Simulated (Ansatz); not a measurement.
The parent structure is RuO$_{2}$ in the rutile structure (space group P4_2/mnm, No. 136; a = 4.523 Å, c = 3.119 Å). Axes: x, y, z lie along a, b, c of the conventional cell.

(Cell as relaxed with PBE.)

Levels (all Ansatz, an electronic-structure program, PAW): PBE (420 eV, no spin-orbit coupling); PBEsol (420 eV, spin-orbit coupling left out).

Each level relaxes its own structure.

```json
[
 {"base": "volume per atom", "PBE": "10.64 Å³", "PBEsol": "10.28 Å³"},
 {"base": "lattice parameter a", "PBE": "452.3 pm", "PBEsol": "446.6 pm"},
 {"base": "band gap", "PBE": "zero", "PBEsol": "zero"}
]
```

The change: biaxial strain −1.25 %, plane normal [001], relaxed out of plane (Cartesian); in-plane vectors clamped, the third vector and the atoms free.

```json
[
 {"quantity": "volume per atom", "PBE": "10.46 Å³", "PBEsol": "…"},
 {"quantity": "pressure (mean of the normal stresses, compression positive)", "PBE": "3.5 GPa", "PBEsol": "…"},
 {"quantity": "band gap", "PBE": "zero", "PBEsol": "…"}
]
```

Given the PBE results, estimate those of PBEsol.


- volume per atom, PBEsol: 10.12 Å³
- pressure (mean of the normal stresses, compression positive), PBEsol: 3.7 GPa
- band gap, PBEsol: zero

PBE's volume per atom lies 0.349 Å³ above PBEsol's (3.5 %); PBE's pressure lies 0.2 GPa below PBEsol's; the two agree on the band gap. Neither level is exact; PBEsol is the comparison here, not a measurement.

Stability against distortions was not tested. No Hubbard U is applied, and correlation can decide whether such a compound is a metal. The final runs are not spin-polarised.
